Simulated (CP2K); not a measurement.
Crystal: Pd.

```
Pd
1.0
     2.75277    0.00000    0.00000
     1.37638    2.38397    0.00000
     1.37638    0.79466    2.24762
Pd
1
Direct
  0.00000 0.00000 0.00000
```

Program: CP2K 2026.2. Alike in all runs: task band structure; no spin polarisation; cell as given; k mesh 12 × 12 × 12.

Order these runs on this cell by their pressure, lowest first.
A. level LDA; potentials or basis GTH_POTENTIALS Pd GTH-PADE-q18; TZVP-MOLOPT-PBE-GTH basis; smearing fermi-dirac 0.0259 eV; EPS_DEFAULT 1.0E-10; NGRIDS 5; basis sets Pd TZVP-MOLOPT-PBE-GTH-q18; potentials Pd GTH-PADE-q18 of GTH_POTENTIALS; points a segment of the path (NPOINTS) 10
B. level r2SCAN; potentials or basis POTENTIAL_UZH Pd GTH-SCAN-q18; TZVP-MOLOPT-SCAN-GTH basis; smearing fermi-dirac 0.05 eV; EPS_DEFAULT 1.0E-9; NGRIDS 4; basis sets Pd TZVP-MOLOPT-SCAN-GTH-q18; potentials Pd GTH-SCAN-q18 of POTENTIAL_UZH; points a segment of the path (NPOINTS) 10
C. level PBEsol; potentials or basis POTENTIAL_UZH Pd GTH-PBE-q18; TZVP-MOLOPT-PBE-GTH basis; smearing fermi-dirac 0.01 eV; EPS_DEFAULT 1.0E-9; NGRIDS 5; basis sets Pd TZVP-MOLOPT-PBE-GTH-q18; potentials Pd GTH-PBE-q18 of POTENTIAL_UZH; points a segment of the path (NPOINTS) 6

A (-12.7 GPa), C (-1.1 GPa), B (8.7 GPa).

Caveats: the basis of atomic orbitals isn't converged, which shifts pressures, moduli and gaps; the potentials were made for another functional, which shifts forces and pressure (some runs).
